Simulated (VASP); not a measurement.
A run of VASP 6.6.1:

Contents of INCAR:

```
SYSTEM = La2O3
ALGO = Fast
EDIFF = 1E-6
ENCUT = 600
GGA = PE
ISIF = 2
ISMEAR = 0
KPAR = 4
LASPH = .True.
LCHARG = .False.
LMAXMIX = 6
LREAL = .False.
LWAVE = .False.
NELM = 120
PREC = Accurate
SIGMA = 0.02
```

File KPOINTS:

```
k-points
0
Gamma
  10 10 6
  0 0 0
```

The input POSCAR:

```
La2O3                                   
1.0
    3.9365940110      0.0000000001      0.0000000000
   -1.9682969553      3.4091903997     -0.0000000000
    0.0000000000     -0.0000000000      6.1776239302
  La              O             
     2     3
Direct
     0.6666666699999979    0.3333333300000021    0.7527343808979549
     0.3333333300000021    0.6666666699999979    0.2472656191020451
     0.6666666699999979    0.3333333300000021    0.3546157206893956
     0.3333333300000021    0.6666666699999979    0.6453842793106043
     0.0000000000000000    0.0000000000000000    0.0000000000000000
```

The input KPOINTS_OPT:

```
path GMKGALHA,LM,KH
10
line-mode
reciprocal
 0.0000000000  0.0000000000  0.0000000000  G
 0.5000000000  0.0000000000  0.0000000000  M

 0.5000000000  0.0000000000  0.0000000000  M
 0.3333333333  0.3333333333  0.0000000000  K

 0.3333333333  0.3333333333  0.0000000000  K
 0.0000000000  0.0000000000  0.0000000000  G

 0.0000000000  0.0000000000  0.0000000000  G
 0.0000000000  0.0000000000  0.5000000000  A

 0.0000000000  0.0000000000  0.5000000000  A
 0.5000000000  0.0000000000  0.5000000000  L

 0.5000000000  0.0000000000  0.5000000000  L
 0.3333333333  0.3333333333  0.5000000000  H

 0.3333333333  0.3333333333  0.5000000000  H
 0.0000000000  0.0000000000  0.5000000000  A

 0.5000000000  0.0000000000  0.5000000000  L
 0.5000000000  0.0000000000  0.0000000000  M

 0.3333333333  0.3333333333  0.0000000000  K
 0.3333333333  0.3333333333  0.5000000000  H
```

Potentials or basis: VASP PAW PBE potentials, release 64 (La, O).

Run with:

```bash
$ cat potpaw_PBE.64/La/POTCAR potpaw_PBE.64/O/POTCAR > POTCAR
$ mpirun -np 4 vasp_std > vasp.out
```

Hardware: 4 MPI ranks on Intel(R) Xeon(R) 6975P-C (Granite Rapids), with other jobs on the host.

Problem. Estimate the wall time of this run.

Solution. It took 3.1 min on 4 MPI ranks on Intel(R) Xeon(R) 6975P-C (Granite Rapids), on a shared host, peak memory 0.43 GiB a rank. Counts: scf iterations 124, k points 72.
